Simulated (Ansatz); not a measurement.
The system is MnS.

```
CELL_PARAMETERS angstrom
1.83000 1.05655 2.97092
-1.83000 1.05655 2.97092
0.00000 -2.11310 2.97092
ATOMIC_POSITIONS crystal
Mn 0.00000 0.00000 0.00000
S 0.50000 0.50000 0.50000
```

The cell is a database's computed one.

Base run:

- Program: Ansatz 0.2.0
- Functional: LDA
- Potentials or basis: Ansatz PAW
- Cutoff: 420 eV (not typed: the program's choice for these potentials)
- k mesh: 9 × 9 × 9
- Occupations: fermi-dirac, width 0.05 eV
- Spin: collinear spin, ferromagnetic start
- Starting moments: [4.0, 0.0] μB
- Hubbard terms: Mn d U = 8 eV

Its results: band gap on the k mesh 1.13 eV, indirect (least direct gap 3.11 eV); pressure 4.3 GPa; net moment 5.00 μB per cell; site moments Mn +4.54; S +0.06 μB.

Problem. After a change of settings the same cell gave: band gap on the k mesh 0.55 eV, indirect (least direct gap 2.22 eV); pressure 0.3 GPa; net moment 5.00 μB per cell; site moments Mn +4.44; S +0.14 μB. Which change was it?
A. hubbard terms from Mn d U = 8 eV to Mn d U = 4 eV
B. hubbard terms from Mn d U = 8 eV to none; hubbard projectors from ortho-atomic (the default) to none
C. hubbard terms from Mn d U = 8 eV to Mn d U = 1 eV

Solution. A.

Caveats: the magnetic or orbital state may not be the lowest; odd divisions of the mesh miss points on the zone boundary, where band edges often lie, so the gap on the mesh can be too wide; a cell with one magnetic atom can't hold antiferromagnetic order, which such compounds often take; the PAW data sets come from PBE, with cores solved anew for the run's functional, which leaves a small shift of forces and pressure; the density of states is complete only up to the lowest level of the last band computed.
